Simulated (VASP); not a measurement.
A run of VASP 6.6.1 is set up as follows.

POSCAR

```
Mo
1.0
   -1.5808465912      1.5808465912      1.5808465912
    1.5808465912     -1.5808465912      1.5808465912
    1.5808465912      1.5808465912     -1.5808465912
  Mo
     1
Direct
     0.0000000000000000    0.0000000000000000    0.0000000000000000
```

File INCAR.step1:

```
PREC = Accurate ; ENCUT = 600
EDIFF = 1E-8 ; ISMEAR = 1
SIGMA = 0.2 ; LREAL = False
LASPH = True ; NELM = 60
ALGO = Normal ; ISIF = 3
LWAVE = False ; LCHARG = False
GGA = PE ; KPAR = 4
IBRION = 2 ; NSW = 40
EDIFFG = -0.002
```

INCAR.step2

```
PREC = Accurate ; ENCUT = 600
EDIFF = 1E-8 ; ISMEAR = 1
SIGMA = 0.2 ; LREAL = False
LASPH = True ; NELM = 60
ALGO = Normal ; ISIF = 3
LWAVE = False ; LCHARG = False
GGA = PE ; KPAR = 4
IBRION = 6 ; NFREE = 2
POTIM = 0.015 ; NSW = 1
```

The input KPOINTS:

```
Automatic mesh
0
Gamma
  16 16 16
```

Potentials or basis: VASP PAW PBE potentials, release 64 (Mo_sv).

The run is started by

```console
$ cat potpaw_PBE.64/Mo_sv/POTCAR > POTCAR
$ cp INCAR.step1 INCAR
$ mpirun -np 4 vasp_std > vasp.out
$ cp CONTCAR POSCAR
$ cp INCAR.step2 INCAR
$ mpirun -np 4 vasp_std > vasp.out
```

Task: Predict the elastic constants C11, C12, C44.

Result: 473, 153, 104 GPa.

Task: Estimate the Voigt bulk modulus.

Result: 260 GPa.

Elastic tensor in Voigt notation (GPa, in the Cartesian axes of the cell as first typed):
```
473 153 153   0   0   0
153 473 153   0   0   0
153 153 473   0   0   0
  0   0   0 104   0   0
  0   0   0   0 104   0
  0   0   0   0   0 104
```
